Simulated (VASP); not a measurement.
VASP 6.6.1 run: AlN

INCAR

```
EDIFF = 1E-7
NSW = 0
ISMEAR = -1
LASPH = .TRUE.
NBANDS = 16
LREAL = .FALSE.
ISIF = 2
LCHARG = .FALSE.
ENCUT = 400
GGA = PE
SIGMA = 0.02
NELM = 86
IBRION = -1
LWAVE = .FALSE.
PREC = Accurate
```

KPOINTS

```
KPOINTS created by Atomic Simulation Environment
0
Gamma
12 12 6
0 0 0
```

POSCAR

```
Al N
 1.0000000000000000
     3.1066937601931870    0.0000000000000000    0.0000000000000000
    -1.5533468800965935    2.6904757181059007    0.0000000000000000
     0.0000000000000000    0.0000000000000000    5.1279492984999999
 Al  N
   2   2
Cartesian
  0.0000000000000001  1.7936504787372671 -0.0051949126190295
  1.5533468800965935  0.8968252393686336  2.5587797366309699
  0.0000000000000001  1.7936504787372671  1.9281758995565295
  1.5533468800965935  0.8968252393686336  4.4921505488065296
```

The recommended PBE PAW datasets give the neutral cell 16 valence electrons.

Command

```
mpirun -np 1 vasp_std
```

OSZICAR

```
N       E                     dE             d eps       ncg     rms          rms(c)
DAV:   1     0.294096364326E+02    0.29410E+02   -0.62244E+03  2432   0.721E+02
DAV:   2    -0.316414087940E+02   -0.61051E+02   -0.56638E+02  3440   0.159E+02
DAV:   3    -0.343563280044E+02   -0.27149E+01   -0.27101E+01  2864   0.351E+01
DAV:   4    -0.343716002728E+02   -0.15272E-01   -0.15271E-01  3200   0.308E+00
DAV:   5    -0.343717996018E+02   -0.19933E-03   -0.19933E-03  2944   0.348E-01    0.119E+01
DAV:   6    -0.297513108165E+02    0.46205E+01   -0.10767E+01  2696   0.226E+01    0.419E+00
DAV:   7    -0.297708795733E+02   -0.19569E-01   -0.54756E-01  2792   0.499E+00    0.300E+00
DAV:   8    -0.297638078840E+02    0.70717E-02   -0.61959E-02  2704   0.223E+00    0.710E-01
DAV:   9    -0.297586948645E+02    0.51130E-02   -0.11567E-02  3160   0.756E-01    0.265E-01
DAV:  10    -0.297593359057E+02   -0.64104E-03   -0.22287E-03  2728   0.292E-01    0.160E-01
DAV:  11    -0.297592412726E+02    0.94633E-04   -0.18409E-04  2848   0.952E-02    0.373E-02
DAV:  12    -0.297592440029E+02   -0.27303E-05   -0.98618E-06  2720   0.249E-02    0.700E-03
DAV:  13    -0.297592435155E+02    0.48740E-06   -0.40782E-06  2928   0.146E-02    0.454E-03
DAV:  14    -0.297592434339E+02    0.81651E-07   -0.24553E-07  2768   0.375E-03
   1 F= -.29759243E+02 E0= -.29759243E+02  d E =-.304281E-11
```

From OUTCAR

```
k-points           NKPTS =     76   k-points in BZ     NKDIM =     76   number of bands    NBANDS=     16

   NELECT =      16.0000    total number of electrons

   dimension x,y,z NGX =    20 NGY =   20 NGZ =   36
   dimension x,y,z NGXF=    40 NGYF=   40 NGZF=   72

  energy-cutoff  :      400.00
  volume of cell :       42.86
      direct lattice vectors                 reciprocal lattice vectors
     3.106693760  0.000000000  0.000000000     0.321885605  0.185840741  0.000000000
    -1.553346880  2.690475718  0.000000000     0.000000000  0.371681481  0.000000000
     0.000000000  0.000000000  5.127949298     0.000000000  0.000000000  0.195009728

 k-points in reciprocal lattice and weights: KPOINTS created by Atomic Simulation Env
   0.00000000  0.00000000  0.00000000       0.001
   0.08333333  0.00000000  0.00000000       0.007
   0.16666667 -0.00000000  0.00000000       0.007
   0.25000000  0.00000000  0.00000000       0.007
   0.33333333 -0.00000000  0.00000000       0.007
   0.41666667  0.00000000  0.00000000       0.007
   0.50000000  0.00000000  0.00000000       0.003
   0.08333333  0.08333333  0.00000000       0.007
   ...

 E-fermi :   6.2060

 k-point     1 :       0.0000    0.0000    0.0000
  band No.  band energies     occupation
      1      -9.1302      2.00000
      2      -7.1852      2.00000
      3      -0.0834      2.00000
      4       5.2092      2.00000
      5       5.2092      2.00000
      6       5.7393      2.00000
      7       5.7805      2.00000
      8       5.7805      2.00000
      9       9.8350      0.00000
     10      12.6221      0.00000
     11      16.1147      0.00000
     12      17.1651      0.00000
     13      17.1651      0.00000
     14      18.1920      0.00000
     15      18.9893      0.00000
     16      18.9893      0.00000

 k-point     2 :       0.0833    0.0000    0.0000
  band No.  band energies     occupation
      1      -9.0423      2.00000
      2      -7.1318      2.00000
      3       0.0232      2.00000
      4       4.7917      2.00000
      5       5.0954      2.00000
      6       5.3459      2.00000
      7       5.7103      2.00000
      8       5.7553      2.00000
      9      10.2577      0.00000
     10      12.9983      0.00000
     11      15.7812      0.00000
     12      16.5499      0.00000
     13      17.4163      0.00000
     14      18.2667      0.00000
     15      18.7421      0.00000
     16      19.0385      0.00000

 k-point     3 :       0.1667   -0.0000    0.0000
  band No.  band energies     occupation
      1      -8.7859      2.00000
      2      -6.9850      2.00000
      3       0.3361      2.00000
      4       3.7640      2.00000
      5       4.4459      2.00000
      6       4.8235      2.00000
      7       5.6028      2.00000
      8       5.6733      2.00000
      9      11.1090      0.00000
     10      13.6991      0.00000
     11      14.8284      0.00000
     12      15.7050      0.00000
     13      17.9051      0.00000
     14      18.0398      0.00000
     15      18.2165      0.00000
     16      18.6731      0.00000

 ...

  Total       -0.4783985     -0.4783985     -2.7449401      0.0000000      0.0000000     -0.0000000
  in kB      -17.8825386    -17.8825386   -102.6058703      0.0000000      0.0000000     -0.0000000
  external PRESSURE =     -46.1236492 kB  Pullay stress =       0.0000000 kB

 POSITION                                       TOTAL-FORCE (eV/Angst)
 -----------------------------------------------------------------------------------
      0.00000      1.79365      5.12275        -0.000000      0.000000      0.018859
      1.55335      0.89683      2.55878         0.000000     -0.000000      0.018859
      0.00000      1.79365      1.92818        -0.000000     -0.000000     -0.018859
      1.55335      0.89683      4.49215         0.000000      0.000000     -0.018859
 -----------------------------------------------------------------------------------
    total drift:                               -0.000000     -0.000000      0.000114

  FREE ENERGIE OF THE ION-ELECTRON SYSTEM (eV)
  ---------------------------------------------------
  free  energy   TOTEN  =       -29.7592434339 eV

  energy  without entropy=      -29.7592434339  energy(sigma->0) =      -29.75924343
```

It converged. Results: gap between bands v and c on the k mesh 4.05 eV; least direct gap on the k mesh 4.05 eV; pressure -4.6 GPa; largest force 0.02 eV/Å. Band v is the last that the valence electrons fill when counted band by band, and c is the next.

These settings aren't sound, so the numbers aren't properties of the crystal.

On sound settings PBE gives a gap of 4.07 eV on its mesh and a pressure of -1.2 GPa for the intended cell.

The run took about 22 s on one core of a shared host (Intel Xeon Platinum 8488C) and held 0.15 GiB at most.
